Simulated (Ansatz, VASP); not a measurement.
## Two plane-wave programs on C

INCAR

```
PREC = Accurate
ENCUT = 520
EDIFF = 1E-6
ISMEAR = -1
SIGMA = 0.1
LREAL = F
LASPH = T
NELM = 60
ALGO = Normal
ISIF = 2
LWAVE = F
LCHARG = T
GGA = RE
LELF = T
LVHAR = T
NBANDS = 13
```

Contents of KPOINTS:

```
regular mesh
0
Gamma
  5 5 27
```

POSCAR

```
C
1.0
    7.7644061682      0.0000000001      0.0000000000
   -3.8822030842      6.7241729870      0.0000000000
    0.0000000000      0.0000000000      1.2524350774
C
3
Direct
    0.0000000000      0.0000000000      0.0000000000
    0.3333333333      0.6666666667      0.5000000000
    0.6666666667      0.3333333333      0.5000000000
```

Input for Ansatz:

```yaml
crystal:
  lattice:
    - [7.7644061682, 1.0e-10, 0.0]
    - [-3.8822030842, 6.724172987, 0.0]
    - [0.0, 0.0, 1.2524350774]
  atoms:
    - { symbol: C, position: [0.0, 0.0, 0.0] }
    - { symbol: C, position: [0.3333333333, 0.6666666667, 0.5] }
    - { symbol: C, position: [0.6666666667, 0.3333333333, 0.5] }
hamiltonian:
  xc: revpbe
  pseudopotentials:
    kind: paw
    azcp:
      C: "pseudopotentials/C.paw.azcp"
basis:
  ecutwfc: 420
  fft_grid_basis: typed
kpoints:
  mp_grid: { grid: [5, 5, 27], shift: [0, 0, 0] }
magnetization:
  spin_polarized: false
scf:
  occupations: { method: fermi_dirac, width: 0.1 }
  lower_state_search: "off"
output:
  stress: true
```

Alike in both runs: task single point; functional revPBE; k mesh 5 × 5 × 27; occupations fermi-dirac, width 0.1 eV; no spin polarisation.

|  | VASP | Ansatz |
| --- | --- | --- |
| version | VASP 6.6.1 | Ansatz 0.2.0 |
| potentials or method | VASP PAW PBE potentials, release 64 (C) | plane waves (420 eV) with PAW, scalar-relativistic |
| plane-wave cutoff (eV) | 520 | 420 |
| valence electrons in the cell | 12 | 12 |

|  | VASP | Ansatz | Ansatz less VASP |
| --- | --- | --- | --- |
| pressure (GPa) | 8.5 | 8.6 | +0.15 |
| largest component of the traceless stress (GPa) | 16.77 | 16.99 | +0.212 |

Caveats: the PAW data sets were made with another functional, which shifts forces and pressure a little (VASP).
